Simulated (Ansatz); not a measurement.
BAs: energy along a strain

BAs, F-43m, a = 4.809 Å. Ansatz: PBE, PAW, 420 eV, Γ-centred 10×10×10 mesh on 2 atoms, Gaussian smearing 0.05 eV; no spin polarisation. Cell vectors (Å): 0.000 2.404 2.404; 2.404 0.000 2.404; 2.404 2.404 0.000. The cell is strained by x per cent times the pattern (0 1 0 0 0 0) in the order xx yy zz yz xz xy (engineering shears), with fractional coordinates held. y is the free energy over the start, V0 = 13.900 Å³/atom.

```tsv
x (%)	y (meV/atom)
-4.00	19.27
-3.00	10.79
-2.00	4.78
-1.00	1.21
0.00	0.00
1.00	1.12
2.00	4.50
3.00	?
3.50	13.69
4.00	17.82
```

Q: Fit y = c1 x + c2 x² + c3 x³ to the other rows, get the stiffness along the pattern, and predict the missing energy.

A: Least squares on the rows shown. y = −0.034518 x + 1.1593 x² − 0.0091697 x³. The clamped-ion stiffness p·C·p = 2 × 11.59 eV × 160.2 / 13.900 Å³ = 267 GPa, which is C22 in these axes (C11 of the cubic crystal); c1 is there for the stress left in the start, which by itself gives a slope of -0.03 meV/atom per %. At x = 3.00 the fit asked for gives 10.08 meV/atom. The run gave 10.08 meV/atom, the same to the digits shown.